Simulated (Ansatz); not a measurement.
## NaF: from a first guess to the relaxed wurtzite type

First guess:

```
CELL_PARAMETERS angstrom
3.43414 0.00000 0.00000
-1.71707 2.97405 0.00000
0.00000 0.00000 5.59764
ATOMIC_POSITIONS crystal
Na 0.33333 0.66667 0.00000
Na 0.66667 0.33333 0.50000
F 0.33333 0.66667 0.37600
F 0.66667 0.33333 0.87600
```

Method: DFT, PBE, PAW with Ansatz's default frozen-core files, scalar-relativistic in Ansatz 0.2.0.

Cell and atoms relax within the symmetry of the start on a 11×11×6 k mesh with 0.03 eV Fermi–Dirac smearing.

The start is built from a prototype, known or not as a phase of this compound; the cutoff is 420 eV.

Question: What is the pressure of the first guess?

Answer: 8.63 GPa.

Question: What does it relax to?

Answer: a = 3.942 Å, b = 3.942 Å, c = 4.656 Å, α = 90.00°, β = 90.00°, γ = 120.00° (conventional cell), 15.66 Å³ per atom:
Space group P6_3/mmc (No. 194). a = 3.942 Å, b = 3.942 Å, c = 4.656 Å, α = 90.00°, β = 90.00°, γ = 120.00°
| atom | site | symmetry | x | y | z |
| --- | --- | --- | --- | --- | --- |
| Na | 2d | -6m2 | 0.3333 | 0.6667 | 0.7500 |
| F | 2c | -6m2 | 0.3333 | 0.6667 | 0.2500 |
It has left the symmetry of the starting type.

Question: How much energy does the relaxation release?

Answer: 105 meV/atom.
